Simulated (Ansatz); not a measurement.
**Pb under changes of volume**

One of the cells (30.323 Å³/atom); the others are scaled copies at fixed shape and fractional positions:

```
Pb
1.0
     0.00000    2.47502    2.47502
     2.47502    0.00000    2.47502
     2.47502    2.47502    0.00000
Pb
1
Direct
  0.00000 0.00000 0.00000
```

```yaml
Program: Ansatz 0.2.0
Functional: LDA
Potentials_or_basis: Ansatz PAW
Cutoff: "420 eV (not typed: the program's choice for these potentials)"
k_mesh: 9 × 9 × 9
Occupations: fermi-dirac, width 0.05 eV
Spin: spin-orbit coupling, no magnetisation
```

```tsv
volume (Å³/atom)	energy over the lowest point (meV/atom)	pressure (GPa)
28.503	1.09	0.8
29.110	0.00	-0.3
29.716	2.97	-1.3
30.323	9.58	-2.2
30.929	19.40	-3.0
31.535	?	?
32.142	47.21	-4.3
```

What does the run at 31.535 Å³/atom give?

Energy over the lowest point 32.05 meV/atom; pressure -3.7 GPa.

Worked out: A Birch-Murnaghan fit of order 3 (a polynomial in V^(-2/3)) to the other rows has its minimum at 28.96 Å³/atom with B0 = V·E''(V) = 53 GPa and B' = 4.8. It gives 32.03 meV/atom at 31.535 Å³/atom, against the run's 32.05, and -dE/dV = -3.7 GPa, against -3.7.

Energies are extrapolated to zero smearing.

Caveats: the PAW data sets come from PBE, with cores solved anew for the run's functional, which leaves a small shift of forces and pressure.
